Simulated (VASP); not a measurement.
# LiHF2 (R-3m) in VASP: single point with PBEsol

Aim: the single point of LiHF2 with PBEsol.

All numbers are computed with VASP 6.6.1; they aren't measurements. Logs are shortened: lines on timing, memory, paths and dates and some standing lists are left out, and cuts for length are marked.

### 1 The crystal as given

It takes space group R-3m (No. 166, trigonal). Conventional cell: a = 2.934 Å, b = 2.934 Å, c = 13.100 Å, α = 90.00°, β = 90.00°, γ = 120.00°. Around Li (site symmetry -3m) lie 6 F at 1.99 Å. Around H (site symmetry -3m) lie 2 F at 1.14 Å. F (site symmetry 3m) is surrounded by 1 H at 1.14 Å.

The cell comes from a database or a generator and needn't be the stable form of this composition.

### 2 Single point, PBEsol

File INCAR:

```
PREC = Accurate
ENCUT = 520
EDIFF = 1E-6
ISMEAR = 0
SIGMA = 0.05
LREAL = False
LASPH = True
NELM = 60
ALGO = Normal
ISIF = 2
LWAVE = False
LCHARG = False
GGA = PS
NBANDS = 17
```

File KPOINTS:

```
Automatic mesh
0
Gamma
  9 9 9
```

File POSCAR:

```
LiHF2
1.0
    1.4669835874      0.8469633691      4.3666887241
   -1.4669835874      0.8469633691      4.3666887241
    0.0000000000     -1.6939267382      4.3666887241
Li H F
1 1 2
Direct
    0.0000000000      0.0000000000      0.0000000000
    0.5000000000      0.5000000000      0.5000000000
    0.4133018800      0.4133018800      0.4133018800
    0.5866981200      0.5866981200      0.5866981200
```

Potentials or basis: VASP PAW PBE potentials, release 64 (Li_sv, H, F).

Launch:

```sh
$ cat potpaw_PBE.64/Li_sv/POTCAR potpaw_PBE.64/H/POTCAR potpaw_PBE.64/F/POTCAR > POTCAR
$ mpirun -np 1 vasp_std > vasp.out
```

OUTCAR:

```text
PREC = Accurate
   ENCUT = 520
   EDIFF = 1E-6
   ISMEAR = 0
   LREAL = False
   LASPH = True
   NELM = 60
   ISIF = 2
   GGA = PS

 ion  position               nearest neighbor table
   1  0.000  0.000  0.000-   4 1.99   4 1.99   3 1.99   3 1.99   4 1.99   3 1.99
   2  0.500  0.500  0.500-   3 1.14   4 1.14
   3  0.413  0.413  0.413-   2 1.14   1 1.99   1 1.99   1 1.99
   4  0.587  0.587  0.587-   2 1.14   1 1.99   1 1.99   1 1.99

  LATTYP: Found a trigonal (rhomboedric) cell.
 ALAT       =     4.6837333621
 COS(alpha) =     0.8038012759

  Lattice vectors:

 A1 = (   1.4669835874,   0.8469633691,   4.3666887241)
 A2 = (  -1.4669835874,   0.8469633691,   4.3666887241)
 A3 = (   0.0000000000,  -1.6939267382,   4.3666887241)

Analysis of symmetry for initial positions (statically):
=====================================================================
 Subroutine PRICEL returns:
 Original cell was already a primitive cell.

 Routine SETGRP: Setting up the symmetry group for a
 trigonal (rhombohedral) supercell.

 Subroutine GETGRP returns: Found 12 space group operations
 (whereof 12 operations were pure point group operations)
 out of a pool of 12 trial point group operations.

The static configuration has the point symmetry D_3d.

Analysis of symmetry for dynamics (positions and initial velocities):
=====================================================================
 Subroutine PRICEL returns:
 Original cell was already a primitive cell.

 Routine SETGRP: Setting up the symmetry group for a
 trigonal (rhombohedral) supercell.

 Subroutine GETGRP returns: Found 12 space group operations
 (whereof 12 operations were pure point group operations)
 out of a pool of 12 trial point group operations.

The dynamic configuration has the point symmetry D_3d.

 Subroutine INISYM returns: Found 12 space group operations
 (whereof 12 operations are pure point group operations),
 and found     1 'primitive' translations

----------------------------------------------------------------------------------------

                                     Primitive cell

  volume of cell :      32.5532

  direct lattice vectors                    reciprocal lattice vectors
     1.466983587  0.846963369  4.366688724     0.340835442  0.196781434  0.076335492
    -1.466983587  0.846963369  4.366688724    -0.340835442  0.196781434  0.076335492
     0.000000000 -1.693926738  4.366688724     0.000000000 -0.393562869  0.076335492

  length of vectors
     4.683733362  4.683733362  4.683733362     0.400897542  0.400897542  0.400897542

  position of ions in fractional coordinates (direct lattice)
     0.000000000  0.000000000  0.000000000
     0.500000000  0.500000000  0.500000000
     0.413301880  0.413301880  0.413301880
     0.586698120  0.586698120  0.586698120

  ion indices of the primitive-cell ions
   primitive index   ion index
                 1           1
                 2           2
                 3           3
                 4           4

----------------------------------------------------------------------------------------

 KPOINTS: Automatic mesh

Automatic generation of k-mesh.
 Grid dimensions read from file:
 generate k-points for:    9    9    9

 Generating k-lattice:

  Cartesian coordinates                     Fractional coordinates (reciprocal lattice)
     0.037870605  0.021864604  0.008481721     0.111111111  0.000000000  0.000000000
    -0.037870605  0.021864604  0.008481721     0.000000000  0.111111111  0.000000000
     0.000000000 -0.043729208  0.008481721     0.000000000  0.000000000  0.111111111

  Length of vectors
     0.044544171  0.044544171  0.044544171

  Shift w.r.t. Gamma in fractional coordinates (k-lattice)
     0.000000000  0.000000000  0.000000000

 Subroutine IBZKPT returns following result:
 ===========================================

 Found     85 irreducible k-points:

 Following reciprocal coordinates:
            Coordinates               Weight
  0.000000  0.000000  0.000000      1.000000
  0.111111 -0.000000  0.000000      6.000000
  0.222222 -0.000000  0.000000      6.000000
  0.333333 -0.000000 -0.000000      6.000000
  0.444444 -0.000000  0.000000      6.000000
  0.111111  0.111111  0.000000      6.000000
[... 16 lines left out ...]
 -0.333333  0.333333  0.000000      6.000000
  0.444444  0.444444  0.000000      6.000000
 [... further k-points ...]
   k-points           NKPTS =     85   k-points in BZ     NKDIM =     85   number of bands    NBANDS=     17
   number of dos      NEDOS =    301   number of ions     NIONS =      4
   total plane-waves  NPLWV =  46656
   dimension x,y,z NGX =    36 NGY =   36 NGZ =   36
   dimension x,y,z NGXF=    72 NGYF=   72 NGZF=   72
   ions per type =               1   1   2
   NGX,Y,Z   is equivalent  to a cutoff of  12.78, 12.78, 12.78 a.u.
   NGXF,Y,Z  is equivalent  to a cutoff of  25.56, 25.56, 25.56 a.u.
 SYSTEM =  unknown system
   PREC   = accura    normal or accurate (medium, high low for compatibility)
   ISTART =      0    job   : 0-new  1-cont  2-samecut
   ICHARG =      2    charge: 1-file 2-atom 10-const
   ISPIN  =      1    spin polarized calculation?
   LNONCOLLINEAR =      F non collinear calculations
   LSORBIT =      F    spin-orbit coupling
   LASPH  =      T    aspherical Exc in radial PAW
   ENCUT  =  520.0 eV  38.22 Ry    6.18 a.u.   8.71  8.71  8.71*2*pi/ulx,y,z
   NELM   =     60;   NELMIN=  2; NELMDL= -5     # of ELM steps
   EDIFF  = 0.1E-05   stopping-criterion for ELM
   LREAL  =      F    real-space projection
   EDIFFG = 0.1E-04   stopping-criterion for IOM
   NSW    =      0    number of steps for IOM
   IBRION =     -1    ionic relax: 0-MD 1-quasi-New 2-CG
   NFREE  =      0    steps in history (QN), initial steepest desc. (CG)
   ISIF   =      2    stress and relaxation
   ISYM   =      2    0-nonsym 1-usesym 2-fastsym
   POTIM  = 0.5000    time-step for ionic-motion
   TEBEG  =    0.0;   TEEND  =   0.0 temperature during run
   PSTRESS=    0.0 pullay stress
   NELECT =      18.0000    total number of electrons
   NUPDOWN=      -1.0000    fix difference up-down
   EMIN   =  10.00;   EMAX   =-10.00  energy-range for DOS
   EFERMI =   0.00;   METHOD = LEGACY
   ISMEAR =     0;   SIGMA  =   0.05  broadening in eV -4-tet -1-fermi 0-gaus
   EFERMI_NEDOS =   21; number of points for ismear=-14 and -15
   IALGO  =     38    algorithm
   IMIX   =      4    mixing-type and parameters
     AMIX     =   0.40;   BMIX     =  1.00
     AMIX_MAG =   1.60;   BMIX_MAG =  1.00
  volume/ion in A,a.u.               =       8.14        54.92
  Fermi-wavevector in a.u.,A,eV,Ry     =   1.343697  2.539218 24.565598  1.805520
  Thomas-Fermi vector in A             =   2.471750
   LORBIT       =      0    0 simple, 1 ext, 2 COOP (PROOUT), +10 PAW based schemes
   GGA     = PS    functional components
   LHFCALC =     F    Hartree Fock is set to
   AEXX    =    0.0000 exact exchange contribution
   IVDW    =     0    specifies the selected vdW correction
   LEPSILON=     F    determine dielectric tensor
   LRPA    =     F    only Hartree local field effects (RPA)
 non-spin polarized calculation
 Gauss-broadening in eV      SIGMA  =   0.05
  energy-cutoff  :      520.00
  volume of cell :       32.55
 maximum number of plane-waves:       898
   NGX = 17   NGY = 17   NGZ = 17

 number of electron      17.9999999 magnetization

 Free energy of the ion-electron system (eV)
  ---------------------------------------------------
  ext. energy  EPLUGINS =         0.00000000
  ---------------------------------------------------
  free energy    TOTEN  =       -18.59389947 eV

  energy without entropy =      -18.59389947  energy(sigma->0) =      -18.59389947

 E-fermi :  -2.3253     XC(G=0):  -9.4513

 val. band max:       -2.6796959704   @ k =   0.4444   0.4444   0.3333
 cond. band min:       5.5966521076   @ k =   0.0000   0.0000   0.0000
 fundamental gap:      8.2763480780
 Fermi energy:        -2.3253081048

 k-point     1 :       0.0000    0.0000    0.0000
  band No.  band energies     occupation
      1     -42.4895      2.00000
      2     -23.7185      2.00000
      3     -22.2194      2.00000
      4      -8.4780      2.00000
      5      -3.0850      2.00000
      6      -3.0850      2.00000
[... 9 lines left out ...]
     16      21.3232      0.00000
     17      21.3232      0.00000

 k-point     2 :       0.1111   -0.0000    0.0000
  band No.  band energies     occupation
      1     -42.4856      2.00000
      2     -23.6816      2.00000
      3     -22.2014      2.00000
      4      -8.4179      2.00000
      5      -3.4216      2.00000
      6      -3.1329      2.00000
[... 9 lines left out ...]
     16      18.9437      0.00000
     17      21.3425      0.00000

 k-point     3 :       0.2222   -0.0000    0.0000
  band No.  band energies     occupation
      1     -42.4757      2.00000
      2     -23.5841      2.00000
      3     -22.1564      2.00000
      4      -8.2642      2.00000
      5      -4.1168      2.00000
      6      -3.4850      2.00000
[... 9 lines left out ...]
     16      17.4168      0.00000
     17      21.2487      0.00000

 k-point     4 :       0.3333   -0.0000   -0.0000
  band No.  band energies     occupation
      1     -42.4644      2.00000
      2     -23.4684      2.00000
      3     -22.1059      2.00000
      4      -8.0895      2.00000
      5      -4.7848      2.00000
      6      -3.9104      2.00000
[... 9 lines left out ...]
     16      17.3043      0.00000
     17      20.5870      0.00000

 k-point     5 :       0.4444   -0.0000    0.0000
  band No.  band energies     occupation
      1     -42.4570      2.00000
      2     -23.3895      2.00000
      3     -22.0737      2.00000
      4      -7.9780      2.00000
      5      -5.1789      2.00000
      6      -4.1615      2.00000
[... 9 lines left out ...]
     16      17.2368      0.00000
     17      19.2699      0.00000

 k-point     6 :       0.1111    0.1111    0.0000
  band No.  band energies     occupation
      1     -42.4856      2.00000
      2     -23.6733      2.00000
      3     -22.2137      2.00000
      4      -8.3824      2.00000
      5      -3.3356      2.00000
      6      -3.2244      2.00000
[... 9 lines left out ...]
     16      18.7961      0.00000
     17      21.6429      0.00000

 k-point     7 :       0.2222    0.1111   -0.0000
  band No.  band energies     occupation
      1     -42.4787      2.00000
      2     -23.5978      2.00000
      3     -22.1932      2.00000
      4      -8.2431      2.00000
      5      -3.8836      2.00000
      6      -3.4710      2.00000
[... 9 lines left out ...]
     16      17.7114      0.00000
     17      21.6653      0.00000

 k-point     8 :       0.3333    0.1111   -0.0000
  band No.  band energies     occupation
      1     -42.4681      2.00000
      2     -23.4864      2.00000
      3     -22.1509      2.00000
      4      -8.0640      2.00000
      5      -4.5468      2.00000
      6      -3.7466      2.00000
[... 9 lines left out ...]
     16      17.1766      0.00000
     17      20.7881      0.00000
[... 203 lines left out ...]
      1     -42.4595      2.00000
      2     -23.4140      2.00000
      3     -22.0862      2.00000
      4      -8.0109      2.00000
      5      -4.6154      2.00000
      6      -4.3563      2.00000
[... 9 lines left out ...]
     16      16.6848      0.00000
     17      22.1204      0.00000

 k-point    20 :       0.3333    0.3333   -0.0000
  band No.  band energies     occupation
      1     -42.4644      2.00000
      2     -23.3847      2.00000
      3     -22.2203      2.00000
      4      -7.7555      2.00000
      5      -4.7721      2.00000
      6      -4.0802      2.00000
[... 9 lines left out ...]
     16      17.1363      0.00000
     17      21.1527      0.00000

 k-point    21 :       0.4444    0.3333   -0.0000
  band No.  band energies     occupation
      1     -42.4588      2.00000
      2     -23.3080      2.00000
      3     -22.2159      2.00000
      4      -7.6107      2.00000
      5      -5.0363      2.00000
      6      -4.1578      2.00000
[... 9 lines left out ...]
     16      17.0908      0.00000
     17      20.8120      0.00000

 k-point    22 :      -0.4444    0.3333   -0.0000
  band No.  band energies     occupation
      1     -42.4539      2.00000
      2     -23.2637      2.00000
      3     -22.1812      2.00000
      4      -7.5832      2.00000
      5      -5.0366      2.00000
      6      -4.2259      2.00000
[... 9 lines left out ...]
     16      16.9298      0.00000
     17      20.5479      0.00000

 k-point    23 :      -0.3333    0.3333    0.0000
  band No.  band energies     occupation
      1     -42.4519      2.00000
      2     -23.2743      2.00000
      3     -22.1299      2.00000
      4      -7.6841      2.00000
      5      -4.7794      2.00000
      6      -4.5642      2.00000
[... 9 lines left out ...]
     16      16.8181      0.00000
     17      21.1899      0.00000

 k-point    24 :       0.4444    0.4444    0.0000
  band No.  band energies     occupation
      1     -42.4570      2.00000
      2     -23.2608      2.00000
      3     -22.2443      2.00000
      4      -7.4729      2.00000
      5      -5.2689      2.00000
      6      -4.2556      2.00000
[... 9 lines left out ...]
     16      16.9864      0.00000
     17      20.8973      0.00000

 [... further k-points ...]
[... 5 lines left out ...]
  --------------------------------------------------------------------------------------
  -------------------------------------------------------------------------------------
  Total        0.3059388      0.3059388      0.5964897      0.0000000     -0.0000000      0.0000000
  in kB       15.0574632     15.0574632     29.3575725      0.0000000     -0.0000000      0.0000000
  external PRESSURE =      19.8241663 kB  Pullay stress =       0.0000000 kB

 VOLUME and BASIS-vectors are now :
 -----------------------------------------------------------------------------
  energy-cutoff  :      520.00
  volume of cell :       32.55
      direct lattice vectors                 reciprocal lattice vectors
     1.466983587  0.846963369  4.366688724     0.340835442  0.196781434  0.076335492
    -1.466983587  0.846963369  4.366688724    -0.340835442  0.196781434  0.076335492
     0.000000000 -1.693926738  4.366688724     0.000000000 -0.393562869  0.076335492

 POSITION                                       TOTAL-FORCE (eV/Angst)
 -----------------------------------------------------------------------------------
      0.00000      0.00000      0.00000         0.000000     -0.000000      0.000000
      0.00000      0.00000      6.55003        -0.000000      0.000000      0.000000
      0.00000      0.00000      5.41428         0.000000      0.000000     -0.132243
      0.00000      0.00000      7.68578         0.000000      0.000000      0.132243
 -----------------------------------------------------------------------------------
    total drift:                                0.000000     -0.000000      0.000000

  FREE ENERGIE OF THE ION-ELECTRON SYSTEM (eV)
  ---------------------------------------------------
  free  energy   TOTEN  =       -18.5938994712 eV

  energy  without entropy=      -18.5938994712  energy(sigma->0) =      -18.59389947
```

Run time: 39 s. Hardware: 1 thread of Intel Xeon 6975P-C (Granite Rapids), shared host; peak memory 0.21 GiB.

Results:

| Property | Result |
| --- | --- |
| Free energy | -18.5939 eV |
| Largest force | 0.132 eV/Å |
| Band gap on the k mesh | 8.28 eV, indirect (least direct gap 8.48 eV) |

Forces in eV/Å, atoms in the order of the input:
```
Li   0.000  0.000  0.000
H    0.000  0.000  0.000
F    0.000  0.000 -0.132
F    0.000  0.000  0.132
```

Caveat: the cutoff is under 1.25 times the usual one of these potentials, so pressure, stress and relaxed cells hold a basis-set (Pulay) error; the PAW data sets were made with another functional, which shifts forces and pressure a little; an odd mesh through Γ misses points on the zone boundary, where band edges often lie.
